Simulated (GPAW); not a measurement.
Here is a GPAW 26.7.0 calculation.

File run.py:

```python
from ase import Atoms
from ase.dft.bandgap import bandgap
from ase.io import write
from ase.units import GPa
from gpaw import GPAW, PW

atoms = Atoms(['Te', 'Sn'],
              cell=[[0.0, 3.15085, 3.15085],
                    [3.15085, 0.0, 3.15085],
                    [3.15085, 3.15085, 0.0]],
              scaled_positions=[[0.5, 0.5, 0.5],
                                [0.0, 0.0, 0.0]],
              pbc=True)

calc = GPAW(mode=PW(600),
            xc='PBE',
            kpts={'size': (7, 7, 7), 'gamma': True},
            occupations={'name': 'methfessel-paxton', 'order': 0, 'width': 0.014},
            nbands=19,
            convergence={'density': 1e-05, 'energy': 1e-05},
            maxiter=150,
            txt='gpaw.txt')
atoms.calc = calc
energy = atoms.get_potential_energy()
forces = atoms.get_forces()
stress = atoms.get_stress()
calc.write('gs.gpw')
write('result.traj', atoms)
print(f'Energy: {energy:.6f} eV')
print('Forces (eV/A):')
print(forces.round(4))
print('Stress (GPa):', (stress / GPa).round(3))
print('Fermi level:', round(calc.get_fermi_level(), 4), 'eV')
print(f'Gap: {bandgap(calc)[0]:.4f} eV, direct: {bandgap(calc, direct=True)[0]:.4f} eV')
```

Potentials or basis: GPAW PAW data sets (gpaw-data 1.2.1), pw.

The run is started by

```sh
$ OMP_NUM_THREADS=1 python run.py
```

(1) Estimate the pressure.

## Answers

(1) 1.9 GPa.

Caveat: this odd mesh misses L, where the gap lies, so gap, dielectric constants and Born charges aren't listed.
